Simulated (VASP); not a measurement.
A VASP 6.6.1 single-point calculation on KBr

INCAR

```
NSW = 0
SIGMA = 0.02
ISIF = 2
GGA = PE
ISYM = 3
LWAVE = .FALSE.
LCHARG = .FALSE.
IBRION = -1
ENCUT = 520
LREAL = .FALSE.
ISMEAR = -1
NBANDS = 15
NELM = 120
LASPH = .TRUE.
PREC = Accurate
EDIFF = 1E-7
```

KPOINTS

```
KPOINTS created by Atomic Simulation Environment
0
Gamma
6 6 6
0 0 0
```

POSCAR

```
K  Br
 1.0000000000000000
     0.0000000000000000    3.5083102766000001    3.6882992816000000
     3.5083102766000001    0.0000000000000000    3.6882992816000000
     3.5083102766000001    3.5083102766000001    0.0000000000000000
 K   Br
   1   1
Cartesian
  0.0000000000000000  0.0000000000000000  0.0000000000000000
  1.7541551383000000  1.7541551383000000  1.8441496408000000
```

The recommended PBE PAW datasets give the neutral cell 16 valence electrons.

Command

```
mpirun -np 1 vasp_std
```

OSZICAR

```
N       E                     dE             d eps       ncg     rms          rms(c)
DAV:   1     0.101107585440E+03    0.10111E+03   -0.64179E+03   900   0.896E+02
DAV:   2     0.110815170092E+01   -0.99999E+02   -0.92033E+02  1182   0.215E+02
DAV:   3    -0.599308015904E+01   -0.71012E+01   -0.70595E+01  1229   0.518E+01
DAV:   4    -0.627727035577E+01   -0.28419E+00   -0.28407E+00  1501   0.893E+00
DAV:   5    -0.627895736022E+01   -0.16870E-02   -0.16870E-02  1229   0.797E-01
```

Standard output (part)

```
POSCAR found type information on POSCAR K Br
 POSCAR found :  2 types and       2 ions
 LDA part: xc-table for (Slater+PW92), standard interpolation
 POSCAR, INCAR and KPOINTS ok, starting setup
 WAVECAR not read
 entering main loop
|                     _     ____    _    _    _____     _                     |
|                    | |   | |_) | | |  | | | |  __    | |                    |
|                    |_|   |  _ <  | |  | | | | |_ |   |_|                    |
|                     _    | |_) | | |__| | | |__| |    _                     |
|     internal error in CHECK_FULL_KPOINTS: KPOINTS_FULL not properly         |
|     initialised                                                             |
|     If you are not a developer, you should not encounter this problem.      |
|     Please submit a bug report.                                             |
```

VASP stopped with an error.

The run took about 17 s on one core of a shared host (Intel Xeon Platinum 8488C) and held 0.2 GiB at most.
